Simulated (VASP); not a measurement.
The system is Al.

```
Al
1.0
     2.87120    0.00000    0.00000
    -1.43560    2.48653    0.00000
     0.00000    0.00000   11.60135
Al
5
Direct
  0.66667 0.33333 0.80134
  0.00000 0.00000 0.00000
  0.33333 0.66667 0.19866
  0.66667 0.33333 0.39888
  0.33333 0.66667 0.60112
```

The cell was built by a generator and needn't be a form met in nature.

- Program: VASP 6.6.1
- Task: single point
- Functional: PBE
- Potentials or basis: VASP PAW PBE potentials, release 64 (Al)
- Cutoff: 520 eV
- k mesh: 11 × 11 × 3
- Occupations: fermi-dirac, width 0.05 eV
- Spin: no spin polarisation

On this cell: pressure 0.0 GPa; largest force 0.014 eV/Å; band gap on the k mesh none (metal or under the smearing width).

The same run follows on a disturbed copy (atoms moved at random, drawn with an rms of 0.05 Å):

```
Al
1.0
     2.87120    0.00000    0.00000
    -1.43560    2.48653    0.00000
     0.00000    0.00000   11.60135
Al
5
Direct
  0.68212 0.32300 0.79966
  0.01666 0.00995 0.00356
  0.33797 0.67421 0.19763
  0.67827 0.34771 0.39868
  0.31384 0.66302 0.60017
```

Task: What changes?

Result: The energy (extrapolated to zero smearing) moves by +3.1 meV/atom; pressure 0.0 GPa; largest force 0.314 eV/Å; band gap on the k mesh none (metal or under the smearing width).

Forces in eV/Å, atoms in the order of the input:
```
Al  -0.067  0.017  0.197
Al  -0.016 -0.025 -0.312
Al   0.038  0.012  0.173
Al  -0.044 -0.023 -0.055
Al   0.089  0.019 -0.002
```

Stress tensor (GPa, compression positive):
```
-0.95  0.01  0.01
 0.01 -0.85 -0.14
 0.01 -0.14  1.95
```
